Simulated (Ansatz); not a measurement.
A run of Ansatz 0.2.0:

input.yaml

```yaml
crystal:
  lattice:
    - [2.71648, 0.0, 0.0]
    - [0.0, 2.71648, 0.0]
    - [0.0, 0.0, 2.71648]
  atoms:
    - { symbol: Ga, position: [0.0, 0.0, 0.0] }
hamiltonian:
  xc: rpbe
  pseudopotentials: { kind: paw }
kpoints:
  mp_grid: { grid: [10, 10, 10] }
scf:
  occupations: { method: fermi_dirac, width: 0.05 }
output:
  forces: true
  stress: true
  eigenvalues: true
relax:
  f_tol: 0.01
  max_steps: 40
  cell: { stress_tol: 0.05 }
```

Potentials or basis: Ansatz PAW.

The run is started by

```sh
$ ansatz run input.yaml --threads 2 --pin off --max-ram 5632MiB --backend cpu --events-out ev --progress --plain --runs-dir out
```

Hardware: 2 threads of Arm Neoverse V2, with other jobs on the host.

Question: Estimate the wall time of this run.

Answer: Wall time 2.3 s on 2 threads of Arm Neoverse V2, with other jobs on the host, peak memory 0.27 GiB. Counts: scf iterations 24, plane waves 437, k points 56, bands 11, ion steps 5.
